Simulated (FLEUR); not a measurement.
Runs of FLEUR MaX-R8.1 (later development tree) on GaN. The structure is cubic, space group F-43m (No. 216). The conventional cell has a = 4.507 Å, b = 4.507 Å, c = 4.507 Å, α = 90.00°, β = 90.00°, γ = 90.00°. Around Ga (site symmetry -43m) lie 4 N at 1.95 Å. N (site symmetry -43m) has 4 Ga at 1.95 Å as nearest neighbours. The cell is a database's computed one.

| task | level | gmax | muffin-tin radii | max iterations | mixing factor | mixer | kmax | gap on the mesh (eV) | V0 of scaled cells (Å³/atom) | B0 (GPa) |
| --- | --- | --- | --- | --- | --- | --- | --- | --- | --- | --- |
| equation of state | SCAN | 16.2 1/bohr | Ga 1.88, N 1.44 bohr | - | - | - | 5.21 1/bohr | - | (c) | 197 |
| single point | PBE | 15.1 1/bohr | Ga 1.88, N 1.44 bohr | 60 | 0.05 | Anderson | 4.86 1/bohr | 1.73 | - | - |
| band structure | AM05 | 15.7 1/bohr | Ga 1.94, N 1.48 bohr | 60 | 0.05 | Anderson | 5.05 1/bohr | 1.77 | - | - |
| equation of state | PBE | 15.1 1/bohr | Ga 1.88, N 1.44 bohr | - | - | - | 4.86 1/bohr | - | 11.75 | 174 |
| band structure | BLYP | 15.7 1/bohr | Ga 1.94, N 1.48 bohr | 60 | 0.05 | Anderson | 5.05 1/bohr | 1.83 | - | - |
| equation of state | AM05 | 16.2 1/bohr | Ga 1.88, N 1.44 bohr | - | - | - | 5.21 1/bohr | - | 11.37 | (a) |
| band structure | SCAN | 15.7 1/bohr | Ga 1.94, N 1.48 bohr | 60 | 0.05 | Anderson | 5.05 1/bohr | (b) | - | - |

Alike in all rows: potentials or basis all-electron, FLAPW; no spin polarisation; cell as given; k mesh 10 × 10 × 10; smearing fermi-dirac 0.05 eV.

**Question.** Estimate the missing entries.

**Answer.** (a) 187; (b) 2.06; (c) 11.35.

Caveats: the meta-GGA is that of a development version, with a GGA for the radial functions and cores and without core tails (some runs); the plane-wave cutoff is short for the semicore states, which can make moduli rough (some runs).

A k mesh can miss the band edges, and the runs leave out spin-orbit coupling on Ga.

Not every run made on this cell is shown here.
